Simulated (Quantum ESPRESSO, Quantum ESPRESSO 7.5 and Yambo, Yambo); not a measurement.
# BAs (F-43m): one start, several treatments of the self-energy

Aim: compare treatments of exchange, screening and correlation for the gap of BAs (F-43m).

Program: Quantum ESPRESSO 7.5 and Yambo 5.3.0. Level of theory: PBE and many-body steps on it, plane waves. Results are calculated unless marked as measured.

**The experiments to reproduce.**

- Gap 1.82 eV: indirect gap from Tauc plot of optical absorption; UV-visible absorption, indirect Tauc plot; 300 K; bulk crystal (three thin as-grown single crystals with the same absorption edge) (“Photoluminescence mapping and time-domain thermo-photoluminescence for rapid imaging and measurement of thermal conductivity of boron arsenide”, 2019, arxiv:1910.07149).

- Gap 4.12 eV: direct gap from square of absorption coefficient, average of two samples; spectroscopic ellipsometry; 300 K; bulk crystal (CVT-grown opaque bulk crystals) (“Optical properties of cubic boron arsenide”, 2019, arxiv:1911.04914).

- Gap 2.02 eV: indirect gap from square root of absorption coefficient, average of three samples; transmission and reflection spectroscopy; 300 K; bulk crystal (CVT-grown platelets about 10 um thick) (“Optical properties of cubic boron arsenide”, 2019, arxiv:1911.04914).

## (1) The structure

The structure is cubic, space group F-43m (No. 216). Conventional cell: a = 4.777 Å, b = 4.777 Å, c = 4.777 Å, α = 90.00°, β = 90.00°, γ = 90.00°. Nearest to B lie 4 As at 2.07 Å. Nearest to As lie 4 B at 2.07 Å. Farther neighbours are not listed.

The cell and positions come from the Crystallography Open Database and are kept as given unless a step says otherwise.

## (2) Empty states on the mesh, 6×6×6 mesh, 184 bands

This step: Quantum ESPRESSO 7.5; DFT, PBE, plane waves, norm-conserving pseudopotentials.

The sums over transitions need many empty states on a uniform mesh; this step solves for them.

Input file pw.in:

```
&control
  calculation = 'nscf'
  prefix = 'x'
  outdir = 'o'
  pseudo_dir = 'pseudo'
/
&system
  ibrav = 0
  nat = 2
  ntyp = 2
  ecutwfc = 76.0
  nbnd = 184
  force_symmorphic = .true.
/
&electrons
  conv_thr = 1e-9
  electron_maxstep = 80
  diago_full_acc = .true.
  diago_thr_init = 5e-6
/
ATOMIC_SPECIES
  B 10.81 B.upf
  As 74.922 As.upf
CELL_PARAMETERS angstrom
  -0.0000000000 2.3885000000 2.3885000000
  2.3885000000 -0.0000000000 2.3885000000
  2.3885000000 2.3885000000 -0.0000000000
ATOMIC_POSITIONS crystal
  B 0.0000000000 0.0000000000 0.0000000000
  As 0.2500000000 0.2500000000 0.2500000000
K_POINTS automatic
  6 6 6 0 0 0
```

Launch:

```console
> OMP_NUM_THREADS=1 mpirun -n 4 pw.x -nk 4 -in pw.in > pw.out
```

Log:

```text
Program PWSCF v.7.5 starts

     This program is part of the open-source Quantum ESPRESSO suite
     for quantum simulation of materials; please cite
         "P. Giannozzi et al., J. Phys.:Condens. Matter 21 395502 (2009);
         "P. Giannozzi et al., J. Phys.:Condens. Matter 29 465901 (2017);
         "P. Giannozzi et al., J. Chem. Phys. 152 154105 (2020);
     in publications or presentations arising from this work. More details at

     Atomic positions and unit cell read from directory:
     o/x.save/

     Message from routine setup:
[...]
k = 0.2357 0.2357-0.2357 (  2030 PWs)   bands (ev):

[...]
[... 11 further rows ...]
   189.5383 190.5019 191.4947 191.4947 193.1225 194.5608 194.5608 195.9728
   195.9728 196.3250 196.5064 196.5064 198.2045 198.5325 198.5325 198.6556

          k =-0.3536-0.3536 0.3536 (  2060 PWs)   bands (ev):

     [... further k-points ...]

     highest occupied, lowest unoccupied level (ev):    11.3431   12.6372

     XML data file, pseudopotentials, collected wavefunctions

=------------------------------------------------------------------------------=
   JOB DONE.
=------------------------------------------------------------------------------=
```

It took 15 s on 4 MPI ranks of Arm Neoverse V1, shared host; peak memory 0.32 GiB; 58 s of CPU time.

This step gave:

- gap: 1.294 eV
- k of the valence top: 0, 0, 0
- k of the conduction bottom: 0, 0.3333, 0.3333
- least direct gap: 3.292 eV
- k points computed: 16
- lowest point of the top converged band, above the valence top: 183.1518 eV

On this mesh the gap is 1.294 eV.

The density comes from a self-consistent run that is not shown.

## (3) Conversion and set-up

This step: Yambo 5.3.0; conversion and set-up on PBE, plane waves, norm-conserving pseudopotentials.

The states are converted to the many-body program's format and the q mesh is built.

Launch:

```console
> (cd o/x.save; p2y > p2y.log; mv SAVE ../..); yambo > setup.log
```

Log:

```text
 Yambo, version 5.3.0

 [02] CORE Variables Setup
 =========================

  [02.01] Unit cells
  ==================

  Cell kind             :  FCC
  Atoms in the cell     :  B  As
  number of B  atoms    :  1
  number of As atoms    :  1

  List of atomic masses
  Mass of B     :  10.81000
  Mass of As    :  74.92200

  List of atomic coordinates    : [cc]
  B1       :  0.000000  0.000000  0.000000  order 1
  As1       :  2.256805  2.256805  2.256805  order 2

  Alat factors          :  4.513611  4.513611  4.513611 [a.u.]
  Direct lattice volume :  183.9087 [a.u.]
[...]
Q [ 1]         [rlu]:  0.000000  0.000000  0.000000
 Q [ 2]         [rlu]: -0.44040E-17 -0.44040E-17  0.16667
 Q [ 3]         [rlu]: -0.88081E-17 -0.88081E-17  0.33333
[...]
Q [ 8]         [rlu]: -0.63303E-17  0.16667     -0.33333
 Q [ 9]         [rlu]:  0.28747E-16  0.16667     -0.16667
 Q [10]         [rlu]: -0.18005E-16  0.33333      0.33333
     [... 4 further rows ...]
 Q [15]         [rlu]:  0.166667  0.333333 -0.333333
 Q [16]         [rlu]:  0.166667 -0.500000 -0.333333

  [03.01] X indexes
  =================

   [03.01.01] Sigma indexes
   ========================

 [06] Game Over & Game summary
```

The job ended after 2.3 s (1 MPI rank; peak memory 0.24 GiB).

## (4) G0W0, Godby-Needs plasmon pole

Now the one-shot GW correction: screening in the RPA, then the self-energy of the levels asked for.

This step: G0W0 on PBE, plane waves, norm-conserving pseudopotentials.

Input file gw2.in:

```
HF_and_locXC
gw0
dyson
ppa
em1d
rim_cut
RandQpts= 1000000
RandGvec= 1 RL
EXXRLvcs= 76 Ry
VXCRLvcs= 304 Ry
Chimod= "HARTREE"
% BndsRnXp
 1 | 80 |
%
NGsBlkXp= 10.5 Ry
% LongDrXp
 1 | 1 | 1 |
%
% GbndRnge
 1 | 80 |
%
DysSolver= "n"
ExtendOut
PPAPntXp= 27.21138 eV
% QPkrange
 1 | 1 | 8 | 11 |
 10 | 10 | 8 | 11 |
%
```

Launch:

```console
> OMP_NUM_THREADS=1 mpirun -n 4 yambo -F gw2.in -J gw2 -C gw2 > gw2.log
```

Log:

```text
 Yambo, version 5.3.0

 [02] CORE Variables Setup
 =========================

  [... cell, symmetries and grids as in the set-up ...]

  [02.05] Energies & Occupations
  ==============================

  [X] === General ===
  [X] Electronic Temperature                        :  0.000000  0.000000 [eV K]
  [X] Bosonic    Temperature                        :  0.000000  0.000000 [eV K]
  [X] Finite Temperature mode                       : no
  [X] El. density                                   :  0.66049E+24 [cm-3]
  [X] Fermi Level                                   :  11.34311 [eV]

  [X] === Gaps and Widths ===
  [X] Conduction Band Min                           :  1.294135 [eV]
  [X] Valence Band Max                              :  0.000000 [eV]
  [X] Filled Bands                                  :   9
  [X] Empty Bands                                   :   10  184
  [X] Direct Gap                                    :  3.292229 [eV]
  [X] Direct Gap localized at k                     :  1
  [X] Indirect Gap                                  :  1.294135 [eV]
  [X] Indirect Gap between kpts                     :   1  10
  [X] Last valence band width                       :  4.947480 [eV]
  [X] 1st conduction band width                     :  3.060953 [eV]

 [03] Transferred momenta grid and indexing
 ==========================================

 IBZ Q-points                                      :  16
 BZ  Q-points                                      :  216

 K/Q-points units:
 rlu = crystal or reduced units; cc = cartesian coordinates; iku = interal k-units

 Q [ 1]         [rlu]:  0.000000  0.000000  0.000000
 Q [ 2]         [rlu]: -0.44040E-17 -0.44040E-17  0.16667
 Q [ 3]         [rlu]: -0.88081E-17 -0.88081E-17  0.33333
 Q [ 4]         [rlu]: -0.63303E-17 -0.63303E-17 -0.50000
 Q [ 5]         [rlu]: -0.90023E-17  0.16667      0.16667
 Q [ 6]         [rlu]: -0.14373E-16  0.16667      0.33333
 Q [ 7]         [rlu]:  0.33135E-17  0.16667      0.50000
 Q [ 8]         [rlu]: -0.63303E-17  0.16667     -0.33333
 Q [ 9]         [rlu]:  0.28747E-16  0.16667     -0.16667
 Q [10]         [rlu]: -0.18005E-16  0.33333      0.33333
     [... 4 further rows ...]
 Q [15]         [rlu]:  0.166667  0.333333 -0.333333
 Q [16]         [rlu]:  0.166667 -0.500000 -0.333333

 [04] Coloumb potential Random Integration (RIM)
 ===============================================

  [04.01] RIM initialization
  ==========================

  * Diagonal components only detected *

  8 x (sBL volume)        :  0.049954 [a.u.]
  sBZ random points       :  1000000
  Points outside the sBZ  :   7968281
  RL volume               :  1.348768 [a.u.]
  Integrated volume       :  1.354137 [a.u.]

  [04.02] RIM integrals
  =====================

  Gamma point sphere radius             :  0.066805 [a.u.]
  Points outside the sphere             :   800476
  [Int_sBZ(q=0) 1/q^2]*(Vol_sBZ)^(-1/3) =:  7.776341
                                 should be <:  7.795600

  Summary of Coulomb integrals for non-metallic bands |Q|[au] RIM/Bare

  Q [1] 0.100000E-4 0.997530 * Q [2] 0.200926 1.068930
  Q [5] 0.232009 1.068679 * Q [9] 0.328110 1.029814
  Q [6] 0.384743 1.023420 * Q [3] 0.401851 1.020719
  Q [10] 0.464018 1.017590 * Q [8] 0.505652 1.014476
  Q [14] 0.518788 1.014367 * Q [7] 0.568303 1.012582
  Q [11] 0.602777 1.011829 * Q [4] 0.602777 1.011206
  Q [12] 0.656220 1.010226 * Q [15] 0.686291 1.009617
  Q [13] 0.696026 1.009452 * Q [16] 0.733676 1.008801

 [WARNING] [Xp] User bands 1-80 break level degeneracy

 [05] Dipoles
 ============

  [05.01] Setup: observables and procedures
  =========================================

 [06] Dynamic Dielectric Matrix (PPA)
 ====================================

 [WR./gw2//ndb.pp]---------------------------------------------------------------
  Brillouin Zone Q/K grids (IBZ/BZ)                :   16  216   16  216
  RL vectors                                       :  2733 [WF]
  Coulomb cutoff potential                         : none
  Electronic Temperature                           :  0.000000 [K]
  Bosonic    Temperature                           :  0.000000 [K]
  PPA    diel. fun.  energies                      : Perdew, Burke & Ernzerhof(X)+Perdew, Burke & Ernzerhof(C)
  wavefunctions                                    : Perdew, Burke & Ernzerhof(X)+Perdew, Burke & Ernzerhof(C)
  Global Gauge                                     : length
  X matrix size                                    :  137
  X band range                                     :    1   80
  X e/h energy range                               : -1.000000 -1.000000 [eV]
  X Time ordering                                  : R
  X Hxc Kernel                                     : HARTREE
  X Drude frequency                                :  0.000000  0.000000
  X poles                                          :  100.0000 [o/o]
  RL vectors in the sum                            :  2733
  [r,Vnl] included                                 : yes
  Field direction                                  :  0.577350E-5  0.577350E-5  0.577350E-5
  BZ energy Double Grid                            : no
  BZ energy DbGd points                            : 0
  BZ Q point size factor                           : -1.000000
  X Optical Averaged directions                    : none

 [07] Local Exchange-Correlation + Non-Local Fock
 ================================================

 [VXC] Plane waves :  16457
 [EXS] Plane waves :  2109

 QP @ state[ 1 ] K range:  1  1
 QP @ state[ 1 ] b range:   8  11
 QP @ state[ 2 ] K range:  10  10
 QP @ state[ 2 ] b range:   8  11

 [xc] Functional : Perdew, Burke & Ernzerhof(X)+Perdew, Burke & Ernzerhof(C)
 [xc] LIBXC used to calculate xc functional
  PP Number of Atomic Species                      :  2
  NLCC RL compoments                               :  16457
  PP Number of Atomic Species                      :  2
  NLCC RL compoments                               :  16457

 [xc] E_xc :  -12.07688 [Ha]
      E_xc :  -24.15377 [Ry]

  Local XC kind (lXC) : Perdew, Burke & Ernzerhof(X)+Perdew, Burke & Ernzerhof(C)
  Non-Local XC kind (nlXC) : Hartree-Fock

  Corrections @ K [1] :  [eV]
 <8|nlXC|8> = -15.45163 -0.32860E-17 <8|lXC|8> = -13.70138 -0.22502E-20
 <9|nlXC|9> = -15.45160 -0.10568E-17 <9|lXC|9> = -13.70138  0.23559E-16
 <10|nlXC|10> = -8.482466  0.18391E-18 <10|lXC|10> = -12.55019  0.41306E-16
 <11|nlXC|11> = -8.482398  0.46250E-17 <11|lXC|11> = -12.55019 -0.14163E-15

  Corrections @ K [10] :  [eV]
 <8|nlXC|8> = -16.11124  0.11779E-16 <8|lXC|8> = -12.77969  0.47220E-16
 <9|nlXC|9> = -16.11167  0.14943E-16 <9|lXC|9> = -12.77969  0.47203E-16
 <10|nlXC|10> = -7.350570 -0.25478E-17 <10|lXC|10> = -11.35333 -0.94448E-16
 <11|nlXC|11> = -6.180059  0.14504E-17 <11|lXC|11> = -10.88801  0.94436E-16

 [08] Dyson equation: Newton solver
 ==================================

  [08.01] G0W0 (W PPA)
  ====================

  [  GW  ] Bands range     :    1   80
  [GW/PPA] G damping       :  0.100000 [eV]

  QP @ state[ 1 ] K range:  1  1
  QP @ state[ 1 ] b range:   8  11
  QP @ state[ 2 ] K range:  10  10
  QP @ state[ 2 ] b range:   8  11

   Sc/G bands                                       :    1   80
   Sc/G damping                                     :  0.100000 ev
   Sc bands terminator                              : no
   Sx RL components                                 :  2109

   QP @ state[ 1 ] K range                          :  1  1
   QP @ state[ 1 ] b range                          :   8  11
   QP @ state[ 2 ] K range                          :  10  10
   QP @ state[ 2 ] b range                          :   8  11
   GF energies kind                                 : Perdew, Burke & Ernzerhof(X)+Perdew, Burke & Ernzerhof(C)
   GF WF`s kind                                     : Perdew, Burke & Ernzerhof(X)+Perdew, Burke & Ernzerhof(C)
   Xs energies kind                                 : Perdew, Burke & Ernzerhof(X)+Perdew, Burke & Ernzerhof(C)
   Xs WF`s kind                                     : Perdew, Burke & Ernzerhof(X)+Perdew, Burke & Ernzerhof(C)

 [11] Game Over & Game summary
```

Elapsed: 95 s, on 4 MPI ranks; peak memory 1.4 GiB.

This step gave:

| Quantity | Value |
| --- | --- |
| G0W0 gap on the points computed | 2.155 eV |
| starting gap on the mesh | 1.294 eV |
| k of the valence top | 0, 0, 0 |
| k of the conduction bottom | 0, 0.3333, 0.3333 |
| least direct G0W0 gap on the computed points | 4.091 eV |
| Z at the valence top | 0.8056 |
| Z at the conduction bottom | 0.8146 |

The gap on the mesh goes from 1.29 eV to 2.15 eV, a correction of +0.86 eV.

[end of part 1 of 2]

[Paths, hosts, dates, memory and timing lines, banners, echoed tables and standing remarks are left out of the program output.]

[Logs are printed without paths, hosts, clocks, repeated set-up lines and the standing remarks that a program may print on its own settings, such as how far it seeks lower states.]

[Runs of the session that timed out or met a known fault of the program may be left out.]

[Hosts, paths, dates, database ids (printed as entryN), source tags and the programs' standing remarks are cut or masked in the printed files.]
